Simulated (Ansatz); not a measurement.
Set up this calculation in Ansatz 0.2.0, as the native input.

| Property | Result |
| --- | --- |
| Task | relaxation of cell and atoms |
| Functional | PBEsol |
| Potentials or basis | Ansatz PAW |
| Cutoff | 420 eV (not typed: the program's choice for these potentials) |
| k mesh | 6 × 6 × 6 |
| Occupations | fermi-dirac, width 0.05 eV |
| Spin | no spin polarisation |

The system is MgO2.

```
Mg O
1.0
     4.82861    0.00000    0.00000
     0.00000    4.82861    0.00000
     0.00000    0.00000    4.82861
Mg O
4 8
Direct
  0.00000 0.00000 0.00000
  0.50000 0.00000 0.50000
  0.50000 0.50000 0.00000
  0.00000 0.50000 0.50000
  0.58942 0.91058 0.08942
  0.91058 0.08942 0.58942
  0.08942 0.58942 0.91058
  0.41058 0.41058 0.41058
  0.58942 0.58942 0.58942
  0.91058 0.41058 0.08942
  0.08942 0.91058 0.41058
  0.41058 0.08942 0.91058
```

The cell is a database's computed one.

The input as run:

input.yaml

```yaml
crystal:
  lattice:
    - [4.82861247, 0.0, 0.0]
    - [0.0, 4.82861247, 0.0]
    - [0.0, 0.0, 4.82861247]
  atoms:
    - { symbol: Mg, position: [0.0, 0.0, 0.0] }
    - { symbol: Mg, position: [0.5, 0.0, 0.5] }
    - { symbol: Mg, position: [0.5, 0.5, 0.0] }
    - { symbol: Mg, position: [0.0, 0.5, 0.5] }
    - { symbol: O, position: [0.58942444, 0.91057556, 0.08942444] }
    - { symbol: O, position: [0.91057556, 0.08942444, 0.58942444] }
    - { symbol: O, position: [0.08942444, 0.58942444, 0.91057556] }
    - { symbol: O, position: [0.41057556, 0.41057556, 0.41057556] }
    - { symbol: O, position: [0.58942444, 0.58942444, 0.58942444] }
    - { symbol: O, position: [0.91057556, 0.41057556, 0.08942444] }
    - { symbol: O, position: [0.08942444, 0.91057556, 0.41057556] }
    - { symbol: O, position: [0.41057556, 0.08942444, 0.91057556] }
hamiltonian:
  xc: pbesol
  pseudopotentials: { kind: paw }
kpoints:
  mp_grid: { grid: [6, 6, 6] }
scf:
  occupations: { method: fermi_dirac, width: 0.05 }
output:
  forces: true
  stress: true
  eigenvalues: true
  write_density: true
  write_potential: true
  elf: true
  volumetric_format: npy
relax:
  f_tol: 0.01
  max_steps: 40
  cell: { stress_tol: 0.05 }
```

Potentials or basis: Ansatz PAW.

Command:

```console
$ ansatz run input.yaml --threads 4 --pin off --max-ram 11264MiB --backend cpu --events-out ev --progress --plain --runs-dir out
```

Results of the run:

```json
{
 "Relaxed volume": "9.45 Å³/atom",
 "Relaxed cell": "a = 4.841 Å, b = 4.841 Å, c = 4.841 Å, α = 90.00°, β = 90.00°, γ = 90.00°",
 "Space group after relaxing (to 0.05 Å)": "Pa-3 (No. 205)",
 "Energy gained by relaxing": "1.2 meV/atom",
 "Ionic steps": "6",
 "Pressure after relaxing": "0.0 GPa",
 "Band gap on the k mesh": "3.97 eV, indirect (least direct gap 4.10 eV)"
}
```

Caveat: the plane-wave basis is chosen anew once the cell has moved, so the energies of steps on either side of that aren't comparable; the pressure holds a Pulay correction of +0.9 GPa for the finite cutoff; the PAW data sets come from PBE, with cores solved anew for the run's functional, which leaves a small shift of forces and pressure.

It took 8.8 s on 4 threads of Intel(R) Xeon(R) 6975P-C (Granite Rapids), with other jobs on the host, peak memory 0.58 GiB.
